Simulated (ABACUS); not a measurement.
Rh:

```
Rh
1.0
     0.00000    1.89785    1.89785
     1.89785    0.00000    1.89785
     1.89785    1.89785    0.00000
Rh
1
Direct
  0.00000 0.00000 0.00000
```

Base run:

| Property | Result |
| --- | --- |
| Program | ABACUS 3.10.1 |
| Functional | revTPSS |
| Potentials or basis | SG15 ONCV 1.2 PBE |
| Cutoff | 1401 eV |
| Density cutoff | 5606 eV |
| Basis | plane waves |
| k mesh | 8 × 8 × 8 |
| Occupations | fermi-dirac, width 0.05 eV |
| Spin | no spin polarisation |

Its results: band gap on the k mesh none (metal or under the smearing width); pressure -2.1 GPa.

Question: The run is repeated on the same cell with these changes: functional from revTPSS to r2SCAN. What comes out?

Answer: Band gap on the k mesh none (metal or under the smearing width); pressure -0.3 GPa.

Caveats: the potentials were made for another functional, which shifts forces and pressure.

Not every run made on this cell is shown here.
